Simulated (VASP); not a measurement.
The system is CdSe (Cadmoselite).

```
Cd Se
1.0
     4.30000    0.00000    0.00000
    -2.15000    3.72391    0.00000
     0.00000    0.00000    7.02000
Cd Se
2 2
Direct
  0.66667 0.33333 0.50000
  0.33333 0.66667 0.00000
  0.66667 0.33333 0.88500
  0.33333 0.66667 0.38500
```

Base run:

* Program: VASP 6.6.1
* Functional: r2SCAN
* Potentials or basis: VASP PAW PBE potentials, release 64 (Cd, Se)
* Cutoff: 520 eV
* k mesh: 6 × 6 × 4
* Occupations: gaussian, width 0.02 eV
* Spin: spin-orbit coupling, no magnetisation

Its results: pressure 1.8 GPa; largest force 0.287 eV/Å.

Q: The run is repeated on the same cell with these changes: functional from r2SCAN to PBE. What comes out?

A: Pressure 3.3 GPa; largest force 0.292 eV/Å.

Caveats: the PAW data sets were made with another functional, which shifts forces and pressure a little (some runs).
